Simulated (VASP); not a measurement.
Runs of VASP 6.6.1 on SrO. Symmetry: Fm-3m, No. 225, cubic system. The conventional cell has a = 5.132 Å, b = 5.132 Å, c = 5.132 Å, α = 90.00°, β = 90.00°, γ = 90.00°. Around Sr (site symmetry m-3m) lie 6 O at 2.57 Å. O (site symmetry m-3m) is surrounded by 6 Sr at 2.57 Å. 

```tsv
level	potentials or basis	k mesh	cutoff (eV)	smearing	gap on the mesh (eV)	pressure (GPa)
PBEsol	VASP PAW PBE potentials, release 64 (Sr_sv, O_h)	8 × 8 × 8	900	gaussian 0.02 eV	3.15	-0.2
PBEsol	VASP PAW PBE potentials, release 64 (Sr_sv, O)	12 × 12 × 12	520	gaussian 0.02 eV	3.15	0.1
PBEsol	VASP PAW PBE potentials, release 64 (Sr_sv, O)	8 × 8 × 8	520	gaussian 0.5 eV	3.15	0.1
PBEsol	VASP PAW PBE potentials, release 64 (Sr_sv, O)	8 × 8 × 8	700	gaussian 0.02 eV	3.15	(a)
r2SCAN	VASP PAW PBE potentials, release 64 (Sr_sv, O)	8 × 8 × 8	520	gaussian 0.02 eV	3.74	2.1
```

Alike in all rows: task single point; no spin polarisation; cell as given.

Task: Fill in the values left out.

Result: (a) 0.0.

Caveats: the PAW data sets were made with another functional, which shifts forces and pressure a little; the cutoff is under 1.25 times the usual one of these potentials, so pressure, stress and relaxed cells hold a basis-set (Pulay) error (some runs).

A k mesh can miss the band edges, and the runs leave out spin-orbit coupling on Sr.
